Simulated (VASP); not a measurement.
The system is C2H6, in a box.

```xyz
8
Lattice="13.0840 0.0000 0.0000 0.0000 13.5840 0.0000 0.0000 0.0000 14.0840" Properties=species:S:1:pos:R:3 pbc="T T T"
C     7.2880    6.9656    7.1254
C     5.7914    6.7177    6.9582
H     7.5092    7.4853    8.0696
H     7.8564    6.0235    7.1300
H     7.6893    7.5853    6.3096
H     5.3928    6.0977    7.7753
H     5.5731    6.1979    6.0130
H     5.2255    7.6614    6.9539
```

Base run:

- Program: VASP 6.6.1
- Functional: optB86b-vdW
- Potentials or basis: VASP PAW PBE potentials, release 64 (C, H)
- Cutoff: 400 eV
- k mesh: 1 × 1 × 1
- Occupations: gaussian, width 0.01 eV
- Spin: no spin polarisation

Its results: gap between the frontier levels 7.34 eV; largest force 0.058 eV/Å.

The run is repeated on the same cell with these changes: functional from optB86b-vdW to PBEsol. What comes out?

Gap between the frontier levels 7.53 eV; largest force 0.248 eV/Å.

Caveats: the PAW data sets were made with another functional, which shifts forces and pressure a little.

